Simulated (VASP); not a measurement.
Write the native input for VASP 6.6.1 that does the following.

- Task: single point
- Functional: r2SCAN
- Potentials or basis: VASP PAW PBE potentials, release 64 (Ti_sv, O)
- Cutoff: 520 eV
- k mesh: 6 × 6 × 6
- Occupations: gaussian, width 0.05 eV
- Spin: collinear spin, antiferromagnetic start
- Starting moments: [1.0, -1.0, 0.0, 0.0] μB
- Hubbard terms: Ti d U = 4 eV
- Supercell matrix: [0, 1, 1, 1, 0, 1, 1, 1, 0]
- Further INCAR settings: ALGO = Normal; EDIFF = 1e-06; NBANDS = 30

The structure of TiO lies in POSCAR:

```
TiO
1.0
    0.0000000000      2.7083400800      2.7083400800
    2.7083400800      0.0000000000      2.7083400800
    2.7083400800      2.7083400800      0.0000000000
Ti O
2 2
Direct
    0.0000000000      0.0000000000      0.0000000000
    0.5000000000      0.5000000000      0.5000000000
    0.2500000000      0.2500000000      0.2500000000
    0.7500000000      0.7500000000      0.7500000000
```

The cell comes from a database or a generator and needn't be the stable form of this composition.

One way to write it, as run:

INCAR

```
ALGO = Normal
EDIFF = 1E-6
ENCUT = 520
ISIF = 2
ISMEAR = 0
ISPIN = 2
LASPH = T
LCHARG = F
LDAU = T
LDAUJ = 0 0
LDAUL = 2 -1
LDAUPRINT = 1
LDAUTYPE = 2
LDAUU = 4 0
LMAXMIX = 4
LMIXTAU = T
LORBIT = 11
LREAL = F
LWAVE = F
MAGMOM = 1 -1 0 0
METAGGA = R2SCAN
NBANDS = 30
NELM = 100
PREC = Accurate
SIGMA = 0.05
```

KPOINTS

```
k-points
0
Gamma
  6 6 6
```

Potentials or basis: VASP PAW PBE potentials, release 64 (Ti_sv, O).

Command:

```sh
$ cat potpaw_PBE.64/Ti_sv/POTCAR potpaw_PBE.64/O/POTCAR > POTCAR
$ mpirun -np 1 vasp_std > vasp.out
```

Results of the run:

The pressure is 4.3 GPa. The band gap on the k mesh is 3.63 eV, the net moment is 0.00 μB per cell and the site moments are Ti +1.52, -1.52; O +0.00 μB. The valence electrons inside the program's atomic spheres are Ti 10.27; O 5.07.

Caveat: the PAW data sets were made with another functional, which shifts forces and pressure a little.

Run time: 5.2 min on 1 thread of Intel(R) Xeon(R) Platinum 8259CL CPU @ 2.50GHz (Skylake/Cascade Lake), with other jobs on the host, peak memory 0.19 GiB.
